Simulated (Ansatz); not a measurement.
The system is MnS.

```xyz
2
Lattice="0.0000 2.4735 2.4735 2.4735 0.0000 2.4735 2.4735 2.4735 0.0000" Properties=species:S:1:pos:R:3 pbc="T T T"
Mn    0.0000    0.0000    0.0000
S     3.7102    3.7102    3.7102
```

The cell is a database's computed one.

```yaml
Program: Ansatz 0.2.0
Task: relaxation of cell and atoms
Functional: PBE
Potentials_or_basis: all-electron LAPW, scalar-relativistic
Basis_error_allowed: 0.001 eV/atom
k_mesh: 9 × 9 × 9
Occupations: fermi-dirac, width 0.05 eV
Spin: collinear spin, ferromagnetic start
Starting_moments: "[4.0, 0.0] μB"
```

At the start: volume 15.13 Å³/atom.

Question: How do energy, volume and symmetry change on relaxing?

Answer: Over 4 steps the energy falls by 3.0 meV/atom and the volume is 15.45 Å³/atom (+2.1 %); space group F-43m (No. 216, to 0.05 Å); moment 0.24 μB per cell.

Step by step:
```csv
step,energy change (eV),largest force (eV/Å),volume (Å³)
1,0.0000,0.0000,30.27
2,-0.0051,0.0000,30.67
3,-0.0059,0.0000,30.91
4,-0.0059,0.0000,30.91
```

Final structure:
```yaml
crystal:
  lattice:
    - [0.00000, 2.49081, 2.49081]
    - [2.49081, 0.00000, 2.49081]
    - [2.49081, 2.49081, 0.00000]
  atoms:
    - { symbol: Mn, position: [0.00000, 0.00000, 0.00000] }
    - { symbol: S, position: [0.75000, 0.75000, 0.75000] }
```

Caveat: the moment fell far below its start of 4 μB, so a state of higher moment may lie lower in energy; the starting moments weren't kept.
